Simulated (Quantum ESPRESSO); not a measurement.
Nb:

```
CELL_PARAMETERS angstrom
-1.66395 1.66395 1.66395
1.66395 -1.66395 1.66395
1.66395 1.66395 -1.66395
ATOMIC_POSITIONS crystal
Nb 0.00000 0.00000 0.00000
```

- Program: Quantum ESPRESSO 7.5
- Task: relaxation of cell and atoms
- Functional: PBEsol
- Dispersion: D4
- Potentials or basis: GBRV 1.5 PBEsol
- Cutoff: 612 eV
- Density cutoff: 4898 eV
- k mesh: 11 × 11 × 11
- Occupations: fermi-dirac, width 0.05 eV
- Spin: no spin polarisation

At the start: pressure -9.9 GPa; volume 18.43 Å³/atom.

**Question.** Where does the relaxation end?

**Answer.** Over 14 steps the energy falls by 31.9 meV/atom and the volume is 17.38 Å³/atom (-5.7 %); space group Im-3m (No. 229, to 0.05 Å).

The path:
```csv
step,energy change (eV),largest force (eV/Å),pressure (GPa),volume (Å³)
1,0.0000,0.0000,-9.88,18.43
2,-0.0266,0.0000,-4.40,17.81
3,-0.0254,0.0000,4.49,16.96
4,-0.0271,0.0000,3.79,17.02
5,-0.0296,0.0000,2.53,17.13
6,-0.0315,0.0000,0.92,17.28
7,-0.0319,0.0000,-0.79,17.45
8,-0.0319,0.0000,-0.76,17.44
9,-0.0319,0.0000,-0.70,17.44
10,-0.0319,0.0000,-0.62,17.43
11,-0.0319,0.0000,-0.51,17.42
12,-0.0319,0.0000,-0.39,17.41
13,-0.0319,0.0000,-0.25,17.39
14,-0.0319,0.0000,-0.10,17.38
```

Final structure:
```
Nb
1.0
    -1.63176    1.63176    1.63176
     1.63176   -1.63176    1.63176
     1.63176    1.63176   -1.63176
Nb
1
Direct
  0.00000 0.00000 0.00000
```

Caveat: pairwise dispersion overbinds metals, which lowers pressure and volume.
